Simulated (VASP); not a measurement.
Runs of VASP 6.6.1 on Co. The cell holds a slab with vacuum, 7 atoms: a = 2.507 Å, b = 2.507 Å, c = 26.207 Å, α = 90.00°, β = 90.00°, γ = 60.00°. The slab is cut from a database's or a generator's crystal, which needn't be the stable form of the element.

| level | potentials or basis | further INCAR settings | gap on the mesh (eV) | moment (μB) | largest force (eV/Å) |
| --- | --- | --- | --- | --- | --- |
| PBEsol | VASP PAW PBE potentials, release 64 (Co) | ALGO = Normal; EDIFF = 1e-06 | none | 11.91 | (a) |
| LDA | VASP PAW LDA potentials, release 64 (Co) | ALGO = Normal; EDIFF = 1e-06 | none | (b) | 1.09 |
| PBE | VASP PAW PBE potentials, release 64 (Co) | ALGO = Normal; EDIFF = 1e-06 | none | 11.91 | 0.48 |
| r2SCAN | VASP PAW PBE potentials, release 64 (Co) | ALGO = Normal; EDIFF = 1e-07 | none | (c) | 0.73 |
| RPBE | VASP PAW PBE potentials, release 64 (Co) | ALGO = Normal; EDIFF = 1e-06 | none | 11.97 | 0.41 |

Alike in all rows: task work function; spin collinear, ferromagnetic start; cell as given; k mesh 12 × 12 × 1; cutoff (eV) 520; smearing gaussian 0.1 eV.

Fill in the values left out.

(a) 0.81; (b) 11.31; (c) 12.43.

Caveats: the PAW data sets were made with another functional, which shifts forces and pressure a little (some runs).

A k mesh can miss the band edges.

A gap of «none» marks a metal or a gap under the smearing width.

Not every run made on this cell is shown here.
